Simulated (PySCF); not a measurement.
# Rb (Im-3m) in PySCF: notebook

The runs below take Rb through atomic charges, with LDA, PBE.

Everything below comes from runs of PySCF 2.14.0. Logs are shortened: lines on timing, memory, paths and dates and some standing lists are left out, and cuts for length are marked.

**1. The structure**

It takes space group Im-3m (No. 229, cubic). Conventional cell: a = 5.605 Å, b = 5.605 Å, c = 5.605 Å, α = 90.00°, β = 90.00°, γ = 90.00°.

**2. Atomic charges, LDA**

Contents of run.py:

```python
import json
import numpy as np
from pyscf.pbc import gto, scf, dft, df

cell = gto.Cell()
cell.basis = 'DZVP-MOLOPT-HYB-GTH-q9'
cell.pseudo = 'GTH-HYB-q9'
cell.fromfile('Rb.xyz')
cell.ke_cutoff = 204  # hartree
cell.exp_to_discard = 0.02
cell.precision = 1e-08
cell.max_memory = 5040  # MB
cell.verbose = 4
cell.build()

res = {}
kpts = cell.make_kpts([2, 2, 2])
mf = dft.KRKS(cell, kpts, xc='LDA_X,LDA_C_PW')
mf = mf.density_fit()
mf.with_df._cderi_to_save = 'cderi.h5'
mf.with_df.build(j_only=False)
mf = mf.smearing(sigma=0.00183747, method='fermi')  # hartree
mf.conv_tol = 1e-07
mf.max_cycle = 60

mf.kernel()
res.update(converged=bool(mf.converged), e_tot=mf.e_tot, nelec=cell.nelectron, nao=cell.nao, mesh=list(map(int, cell.mesh)), a=cell.lattice_vectors().tolist(), coords=cell.atom_coords().tolist(),
           mo_energy=[np.real(x).tolist() for x in mf.mo_energy], mo_occ=[np.real(x).tolist() for x in mf.mo_occ])
res.update(e_free=mf.e_free, e_zero=mf.e_zero)
res.update(kpts=cell.get_scaled_kpts(kpts).tolist())
res['parts'] = {k: float(np.real(v)) for k, v in mf.scf_summary.items() if np.isscalar(v)}
json.dump(res, open('results.json', 'w'))
if not mf.converged:
    raise SystemExit('SCF not converged')

print('levels (eV)')
for i, kp in enumerate(res['kpts'][:40]):
    print('k %7.4f %7.4f %7.4f  ' % tuple(kp), ' '.join('%.3f' % (x * 27.211386) for x in res['mo_energy'][i][:10]))

# Mulliken populations
dm, s = np.asarray(mf.make_rdm1()), np.asarray(mf.get_ovlp())
sites = cell.aoslice_by_atom()[:, 2:]
tot = np.einsum('kij,kji->i', dm, s).real / len(kpts)
res['mulliken'] = [cell.atom_charge(i) - tot[a0:a1].sum() for i, (a0, a1) in enumerate(sites)]
print('Mulliken charges', np.round(res['mulliken'], 5))
res['meta_lowdin'] = mf.mulliken_meta()[1].tolist()
res['done'] = True
json.dump(res, open('results.json', 'w'))
```

Contents of Rb.xyz:

```xyz
1
Lattice="-2.8025000000 2.8025000000 2.8025000000 2.8025000000 -2.8025000000 2.8025000000 2.8025000000 2.8025000000 -2.8025000000" Properties=species:S:1:pos:R:3 pbc="T T T"
Rb     0.0000000000      0.0000000000      0.0000000000
```

Potentials or basis: DZVP-MOLOPT-HYB/GTH-HYB (UZH) (potentials made for PBE0).

Command:

```
> OMP_NUM_THREADS=4 python -u run.py > log
```

Output:

```text
pyscf/pbc/gto/cell.py:1403: UserWarning: Electron number 9 and spin 0 are not consistent in cell

  warnings.warn('Electron number %d and spin %d are not consistent '
Discarded 0 diffused primitive functions, 0 contracted functions

******** <class 'pyscf.pbc.df.df.GDF'> ********
auxbasis = None
exp_to_discard = 0.02
len(kpts) = 8
ETB for Rb: l = 0, exps = 0.0657976543454 * 2^n , n = 0..7
ETB for Rb: l = 1, exps = 0.0657976543454 * 2^n , n = 0..7
ETB for Rb: l = 2, exps = 0.0657976543454 * 2^n , n = 0..7
ETB for Rb: l = 3, exps = 0.0657976543454 * 2^n , n = 0..7
ETB for Rb: l = 4, exps = 0.0657976543454 * 2^n , n = 0..7

WARN: Even tempered Gaussians are generated as DF auxbasis for  Rb

Drop 0 primitive fitting functions
make aux basis, num shells = 40, num cGTOs = 200
auxcell.rcut 22.36620173073886

******** <class 'pyscf.pbc.df.rsdf_builder._RSGDFBuilder'> ********
mesh = [11 11 11] (1331 PWs)
ke_cutoff = 5.8648852380711185
omega = 0.2980422224832843
exclude_d_aux = True
exclude_dd_block = True
j2c_eig_always = False
has_long_range = True

******** <class 'pyscf.pbc.scf.smearing.SmearingKRKS'> ********
method = SmearingKRKS
initial guess = minao
damping factor = 0
level_shift factor = 0
DIIS = <class 'pyscf.scf.diis.CDIIS'>
diis_start_cycle = 1
diis_space = 8
diis_damp = 0
SCF conv_tol = 1e-07
SCF conv_tol_grad = None
SCF max_cycles = 60
direct_scf = True
direct_scf_tol = 1e-13

******** PBC SCF flags ********
N kpts = 8
Exchange divergence treatment (exxdiv) = ewald
    madelung (= occupied orbital energy shift) = 0.17179298900069356
    Total energy shift due to Ewald probe charge = -1/2 * Nelec*madelung = -0.773068450503
Smearing method = fermi
DF object = <pyscf.pbc.df.df.GDF object>
XC functionals = LDA_X,LDA_C_PW
small_rho_cutoff = 0
radial grids:
    Treutler-Ahlrichs [JCP 102, 346 (1995); DOI:10.1063/1.469408] (M4) radial grids

becke partition: Becke, JCP 88, 2547 (1988); DOI:10.1063/1.454033
pruning grids: <function nwchem_prune>
grids dens level: 3
symmetrized grids: False
atomic radii adjust function: <function treutler_atomic_radii_adjust>
Set gradient conv threshold to 0.000316228

******** <class 'pyscf.pbc.df.rsdf_builder._RSNucBuilder'> ********
mesh = [15 15 15] (3375 PWs)
ke_cutoff = 11.495175066619392
omega = 0.42904778418749306
exclude_d_aux = False
exclude_dd_block = True
j2c_eig_always = False
has_long_range = True
tot grids = 21014
cell vol = 594.146381  sum(weights) = 594.202383
nelec by numeric integration = 9.000117577372444
init E= -23.9651918877073
    sigma = 0.00183747  Optimized mu = 0.0761821913836  entropy = 1.03975792098
nelec by numeric integration = 9.00007722499914
    Total E(T) = -23.978787385463  Free energy = -23.9806979094501  E0 = -23.9797426474565
cycle= 1 E= -23.978787385463  delta_E= -0.0136  |g|= 0.122  |ddm|= 1.86
    sigma = 0.00183747  Optimized mu = 0.0841889263066  entropy = 1.03977898216
nelec by numeric integration = 9.000081021028919
    Total E(T) = -23.9810536596767  Free energy = -23.9829642223631  E0 = -23.9820089410199
cycle= 2 E= -23.9810536596767  delta_E= -0.00227  |g|= 0.0569  |ddm|= 1.73
    sigma = 0.00183747  Optimized mu = 0.0822769195401  entropy = 1.03976894153
nelec by numeric integration = 9.000079717657101
    Total E(T) = -23.9816514285443  Free energy = -23.9835619727813  E0 = -23.9826067006628
cycle= 3 E= -23.9816514285443  delta_E= -0.000598  |g|= 3.47e-05  |ddm|= 0.541
    sigma = 0.00183747  Optimized mu = 0.0822753690284  entropy = 1.03976887279
nelec by numeric integration = 9.00007971754867
    Total E(T) = -23.9816514289314  Free energy = -23.9835619730421  E0 = -23.9826067009868
cycle= 4 E= -23.9816514289314  delta_E= -3.87e-10  |g|= 4.79e-06  |ddm|= 0.000446
    sigma = 0.00183747  Optimized mu = 0.0822750677277  entropy = 1.03976887001
nelec by numeric integration = 9.00007971737133
    Total E(T) = -23.98165142894  Free energy = -23.9835619730456  E0 = -23.9826067009928
Extra cycle  E= -23.98165142894  delta_E= -8.6e-12  |g|= 2.2e-06  |ddm|= 6.6e-05
converged SCF energy = -23.98165142894
levels (eV)
k  0.0000  0.0000  0.0000   -26.578 -10.678 -10.678 -10.678 -0.019 6.326 6.326 6.326 7.496 7.496
k  0.0000  0.0000  0.5000   -26.573 -10.796 -10.718 -10.678 2.239 2.888 5.218 7.055 7.864 8.713
k  0.0000  0.5000  0.0000   -26.573 -10.796 -10.718 -10.678 2.239 2.888 5.218 7.055 7.864 8.713
k  0.0000  0.5000  0.5000   -26.573 -10.796 -10.718 -10.678 2.239 2.888 5.218 7.055 7.864 8.713
k  0.5000 -0.0000 -0.0000   -26.573 -10.796 -10.718 -10.678 2.239 2.888 5.218 7.055 7.864 8.713
k  0.5000 -0.0000  0.5000   -26.573 -10.796 -10.718 -10.678 2.239 2.888 5.218 7.055 7.864 8.713
k  0.5000  0.5000 -0.0000   -26.573 -10.796 -10.718 -10.678 2.239 2.888 5.218 7.055 7.864 8.713
k  0.5000  0.5000  0.5000   -26.568 -10.763 -10.763 -10.763 3.889 3.889 5.465 5.465 5.465 7.741
Mulliken charges [-0.]
 ** Mulliken pop on meta-lowdin orthogonal AOs **
 ** Mulliken pop  **
pop of  0 Rb 4s           1.99389
pop of  0 Rb 5s           0.96810
pop of  0 Rb 6s           0.00729
pop of  0 Rb 4px          1.83693
pop of  0 Rb 4py          1.85356
pop of  0 Rb 4pz          1.85356
pop of  0 Rb 5px          0.02911
pop of  0 Rb 5py          0.21343
pop of  0 Rb 5pz          0.21343
pop of  0 Rb 4dxy         0.00671
pop of  0 Rb 4dyz         0.00530
pop of  0 Rb 4dz^2        0.00671
pop of  0 Rb 4dxz         0.00530
pop of  0 Rb 4dx2-y2      0.00671
 ** Mulliken atomic charges  **
charge of    0Rb =     -0.00000
```

Run time: 80 s. Hardware: 4 threads of Intel Xeon at 2.50GHz (Skylake/Cascade Lake), shared host; peak memory 0.21 GiB.

Results:

| Quantity | Value |
| --- | --- |
| Free energy | -652.6260 eV |
| Band gap on the k mesh | none (metal or under the smearing width) |

Caveat: the k mesh is coarse (spacing up to 0.79 Å⁻¹), so the values aren't converged; the default atom-centred grid shifts energies of crystals by up to some 10 meV an atom and pressures by some 0.5 GPa; the basis of atomic orbitals isn't converged, which shifts pressures, moduli and gaps.

**3. Atomic charges, PBE**

run.py: that of step 2 with these lines changed.

```diff
@@ -17,6 +17,5 @@
 kpts = cell.make_kpts([2, 2, 2])
-mf = dft.KRKS(cell, kpts, xc='LDA_X,LDA_C_PW')
+mf = dft.KRKS(cell, kpts, xc='pbe')
 mf = mf.density_fit()
-mf.with_df._cderi_to_save = 'cderi.h5'
-mf.with_df.build(j_only=False)
+mf.with_df._cderi = 'cderi.h5'  # three-centre integrals saved by an earlier run on this cell, basis and mesh
 mf = mf.smearing(sigma=0.00183747, method='fermi')  # hartree
```

Rb.xyz is that of step 2.

Potentials or basis: DZVP-MOLOPT-HYB/GTH-HYB (UZH) (potentials made for PBE0).

Command:

```
> OMP_NUM_THREADS=4 python -u run.py > log
```

Run time: 21 s. Hardware: 4 threads of Intel Xeon at 2.50GHz (Skylake/Cascade Lake), shared host; peak memory 0.28 GiB.

It converged, with:

* Free energy: -654.8121 eV
* Band gap on the k mesh: none (metal or under the smearing width)

Levels at points of the mesh, in eV from the Fermi level:
```csv
k point,band 2,band 3,band 4,band 5,band 6,band 7
"(0.00, 0.00, 0.00)",-13.19,-13.19,-13.19,-2.28,4.09,4.09
"(0.00, 0.00, 0.50)",-13.30,-13.23,-13.19,0.00,0.55,2.98
"(0.00, 0.50, 0.00)",-13.30,-13.23,-13.19,0.00,0.55,2.98
"(0.00, 0.50, 0.50)",-13.30,-13.23,-13.19,0.00,0.55,2.98
"(0.50, 0.00, 0.00)",-13.30,-13.23,-13.19,0.00,0.55,2.98
"(0.50, 0.00, 0.50)",-13.30,-13.23,-13.19,0.00,0.55,2.98
"(0.50, 0.50, 0.00)",-13.30,-13.23,-13.19,0.00,0.55,2.98
"(0.50, 0.50, 0.50)",-13.27,-13.27,-13.27,1.62,1.62,3.19
```

Caveat: the k mesh is coarse (spacing up to 0.79 Å⁻¹), so the values aren't converged; the default atom-centred grid shifts energies of crystals by up to some 10 meV an atom and pressures by some 0.5 GPa; the basis of atomic orbitals isn't converged, which shifts pressures, moduli and gaps.
